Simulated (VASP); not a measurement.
# TePb (Fm-3m) in VASP: a series of runs, part 2 of 2

VASP 6.6.1. Earlier steps stand in the parts before.

## 5. Single point, PBE

This run uses another cell than the first one, of 35.08 Å³/atom, 1.095 times its volume.

Contents of INCAR:

```
  PREC = Accurate
  ENCUT = 520
  EDIFF = 1E-7
  ISMEAR = -1
  SIGMA = 0.02
  LREAL = F
  LASPH = T
  NELM = 80
  ALGO = Normal
  ISIF = 2
  LWAVE = F
  LCHARG = T
  GGA = PE
  LELF = T
  LVHAR = T
  NBANDS = 17
```

Contents of KPOINTS:

```
regular mesh
0
Gamma
  6 6 6
```

Contents of POSCAR:

```
TePb
1.0
    0.0000000000      3.2735180337      3.2735180337
    3.2735180337      0.0000000000      3.2735180337
    3.2735180337      3.2735180337      0.0000000000
Te Pb
1 1
Direct
    0.5000000000      0.5000000000      0.5000000000
    0.0000000000      0.0000000000      0.0000000000
```

Potentials or basis: VASP PAW PBE potentials, release 64 (Te, Pb_d).

Launch:

```bash
$ cat potpaw_PBE.64/Te/POTCAR potpaw_PBE.64/Pb_d/POTCAR > POTCAR
$ mpirun -np 1 vasp_std > vasp.out
```

OUTCAR:

```text
PREC = Accurate
   ENCUT = 520
   EDIFF = 1E-7
   ISMEAR = -1
   LREAL = F
   LASPH = T
   NELM = 80
   ISIF = 2
   GGA = PE

 ion  position               nearest neighbor table
   1  0.500  0.500  0.500-   2 3.27   2 3.27   2 3.27   2 3.27   2 3.27   2 3.27
   2  0.000  0.000  0.000-   1 3.27   1 3.27   1 3.27   1 3.27   1 3.27   1 3.27

  LATTYP: Found a face centered cubic cell.
 ALAT       =     6.5470360674

  Lattice vectors:

 A1 = (   0.0000000000,   3.2735180337,   3.2735180337)
 A2 = (   3.2735180337,   0.0000000000,   3.2735180337)
 A3 = (   3.2735180337,   3.2735180337,   0.0000000000)

Analysis of symmetry for initial positions (statically):
=====================================================================
 Subroutine PRICEL returns:
 Original cell was already a primitive cell.

 Routine SETGRP: Setting up the symmetry group for a
 face centered cubic supercell.

 Subroutine GETGRP returns: Found 48 space group operations
 (whereof 48 operations were pure point group operations)
 out of a pool of 48 trial point group operations.

The static configuration has the point symmetry O_h .

[... 147 lines left out ...]
  free energy    TOTEN  =        -7.52298798 eV

  energy without entropy =       -7.52298798  energy(sigma->0) =       -7.52298798

 E-fermi :   5.5306     XC(G=0):  -9.1251

 val. band max:        5.1212837815   @ k =   0.5000   0.0000   0.0000
 cond. band min:       5.9346584539   @ k =   0.5000   0.0000   0.0000
 fundamental gap:      0.8133746724
 Fermi energy:         5.5305622289

 k-point     1 :       0.0000    0.0000    0.0000
  band No.  band energies     occupation
      1     -11.5368      2.00000
      2     -11.5368      2.00000
      3     -11.5304      2.00000
      4     -11.5304      2.00000
      5     -11.5304      2.00000
      6      -6.5732      2.00000
[... 297 lines left out ...]
      4     -11.5163      2.00000
      5     -11.5084      2.00000
      6      -4.9234      2.00000
[... 9 lines left out ...]
     16      15.6937      0.00000
     17      16.5100      0.00000

------------------------ aborting loop because EDIFF is reached ----------------------------------------

  FORCE on cell =-STRESS in cart. coord.  units (eV):
  Direction    XX          YY          ZZ          XY          YZ          ZX
  --------------------------------------------------------------------------------------
  -------------------------------------------------------------------------------------
  Total        0.1608760      0.1608760      0.1608760      0.0000000      0.0000000     -0.0000000
  in kB        3.6739020      3.6739020      3.6739020      0.0000000      0.0000000     -0.0000000
  external PRESSURE =       3.6739020 kB  Pullay stress =       0.0000000 kB

 VOLUME and BASIS-vectors are now :
 -----------------------------------------------------------------------------
  energy-cutoff  :      520.00
  volume of cell :       70.16
      direct lattice vectors                 reciprocal lattice vectors
     0.000000000  3.273518034  3.273518034    -0.152740872  0.152740872  0.152740872
     3.273518034  0.000000000  3.273518034     0.152740872 -0.152740872  0.152740872
     3.273518034  3.273518034  0.000000000     0.152740872  0.152740872 -0.152740872

 POSITION                                       TOTAL-FORCE (eV/Angst)
 -----------------------------------------------------------------------------------
      3.27352      3.27352      3.27352        -0.000000      0.000000     -0.000000
      0.00000      0.00000      0.00000         0.000000      0.000000      0.000000
 -----------------------------------------------------------------------------------
    total drift:                               -0.000000      0.000000      0.000000

  FREE ENERGIE OF THE ION-ELECTRON SYSTEM (eV)
  ---------------------------------------------------
  free  energy   TOTEN  =        -7.5229879823 eV

  energy  without entropy=       -7.5229879822  energy(sigma->0) =       -7.52298798
```

OSZICAR:

```text
N       E                     dE             d eps       ncg     rms          rms(c)
DAV:   1     0.157707305520E+03    0.15771E+03   -0.93056E+03   544   0.114E+03
DAV:   2     0.350405877968E+01   -0.15420E+03   -0.15024E+03   578   0.297E+02
DAV:   3    -0.734073560896E+01   -0.10845E+02   -0.10761E+02   686   0.858E+01
DAV:   4    -0.765091962568E+01   -0.31018E+00   -0.31005E+00   685   0.163E+01
DAV:   5    -0.766264639386E+01   -0.11727E-01   -0.11726E-01   786   0.289E+00    0.308E+00
DAV:   6    -0.752449207934E+01    0.13815E+00   -0.30960E-01   790   0.376E+00    0.188E+00
DAV:   7    -0.752088669262E+01    0.36054E-02   -0.89170E-02   648   0.140E+00    0.907E-01
DAV:   8    -0.752318646526E+01   -0.22998E-02   -0.10804E-02   644   0.106E+00    0.173E-01
DAV:   9    -0.752293475418E+01    0.25171E-03   -0.17413E-03   807   0.434E-01    0.747E-02
DAV:  10    -0.752298390170E+01   -0.49148E-04   -0.18192E-04   608   0.965E-02    0.207E-02
DAV:  11    -0.752298887531E+01   -0.49736E-05   -0.48573E-05   748   0.570E-02    0.156E-02
DAV:  12    -0.752298865667E+01    0.21864E-06   -0.32853E-06   631   0.107E-02    0.115E-02
DAV:  13    -0.752298791558E+01    0.74109E-06   -0.10086E-06   657   0.738E-03    0.343E-03
DAV:  14    -0.752298798226E+01   -0.66684E-07   -0.44347E-07   660   0.467E-03
   1 F= -.75229880E+01 E0= -.75229880E+01  d E =-.470015E-10
```

It took 23 s on 1 thread of AMD EPYC 9R45 (Zen 5), shared host; peak memory 0.16 GiB.

Results:

| Property | Result |
| --- | --- |
| Free energy | -7.5230 eV |
| Pressure | 0.4 GPa |
| Band gap on the k mesh | 0.81 eV, direct |

Caveat: spin-orbit coupling is left out, which moves the levels of the heavy elements.

## 6. Single point, PBE

This run uses another cell than the first one, of 36.09 Å³/atom, 1.126 times its volume.

Contents of INCAR:

```
SYSTEM = TePb
PREC     = Accurate       ! precision mode
ENCUT    = 520            ! plane-wave cutoff, eV
EDIFF    = 1E-6           ! SCF threshold, eV
ISMEAR   = -1             ! smearing method
SIGMA    = 0.02           ! smearing width, eV
LREAL    = .False.        ! projectors in reciprocal space
LASPH    = .True.         ! aspherical terms in the spheres
NELM     = 100            ! most SCF steps
ALGO     = Normal         ! electronic algorithm
ISIF     = 2              ! what is computed and relaxed
LWAVE    = .False.        ! write WAVECAR
LCHARG   = .False.        ! write CHGCAR
GGA      = PE             ! functional
NBANDS   = 17             ! bands
```

Contents of KPOINTS:

```
regular mesh
0
Gamma
  6 6 6
  0 0 0
```

Contents of POSCAR:

```
TePb
1.0
    0.0000000000      3.3046962724      3.3046962724
    3.3046962724      0.0000000000      3.3046962724
    3.3046962724      3.3046962724      0.0000000000
Te Pb
1 1
Direct
    0.5000000000      0.5000000000      0.5000000000
    0.0000000000      0.0000000000      0.0000000000
```

Potentials or basis: VASP PAW PBE potentials, release 64 (Te, Pb_d).

Launch:

```bash
$ cat potpaw_PBE.64/Te/POTCAR potpaw_PBE.64/Pb_d/POTCAR > POTCAR
$ mpirun -np 1 vasp_std > vasp.out
```

Run time: 18 s. Hardware: 1 thread of AMD EPYC 9R45 (Zen 5), shared host; peak memory 0.16 GiB.

It converged, with:

* Free energy: -7.5211 eV
* Pressure: -0.7 GPa
* Band gap on the k mesh: 0.86 eV, direct

Levels at points of the mesh, in eV from the valence-band top:
```
           k point  band 8  band 9  band 10  band 11  band 12  band 13
(0.00, 0.00, 0.00)   -1.09   -1.09    -1.09     4.00     4.00     4.00
(0.50, 0.00, 0.00)   -0.67   -0.67     0.00     0.86     1.44     1.44
(0.50, 0.50, 0.00)   -3.97   -2.41    -2.41     3.59     5.24     5.24
```

Caveat: spin-orbit coupling is left out, which moves the levels of the heavy elements.

## 7. The runs side by side

```csv
cell,gap on the mesh (eV),pressure (GPa)
"a = 4.492 Å, angles 60.0°, 2 atoms",0.62,4.8
"a = 4.539 Å, angles 60.0°, 2 atoms",0.69,3.1
"a = 4.585 Å, angles 60.0°, 2 atoms",0.76,1.6
"a = 4.629 Å, angles 60.0°, 2 atoms",0.81,0.4
"a = 4.674 Å, angles 60.0°, 2 atoms",0.86,-0.7
```

Alike in all rows: task single point; level PBE; potentials or basis VASP PAW PBE potentials, release 64 (Te, Pb_d); no spin polarisation; k mesh 6 × 6 × 6; cutoff (eV) 520; smearing fermi-dirac 0.02 eV.

Caveats: spin-orbit coupling is left out, which moves the levels of the heavy elements.

Absolute energies hang on the potentials; compare differences alone.

## 8. How close it comes

Step 4. Measured gap of TePb: 0.19 eV (direct; 4.2 K; a printed reference work, monograph). This calculation gives 0.76 eV (+0.57 eV). Spin-orbit coupling on Pb, Te is left out. The value is that of PBE on a finite k mesh, which can miss the band edges, without temperature or zero-point motion.

Step 5. Measured gap of TePb: 0.19 eV (direct; 4.2 K; a printed reference work, monograph). This calculation gives 0.81 eV (+0.62 eV). Spin-orbit coupling on Pb, Te is left out. The value is that of PBE on a finite k mesh, which can miss the band edges, without temperature or zero-point motion.

Step 6. Against the measured gap of TePb, 0.19 eV (direct; 4.2 K; a printed reference work, monograph), the calculated 0.86 eV is off by +0.67 eV. Spin-orbit coupling on Pb, Te is left out. The value is that of PBE on a finite k mesh, which can miss the band edges, without temperature or zero-point motion.
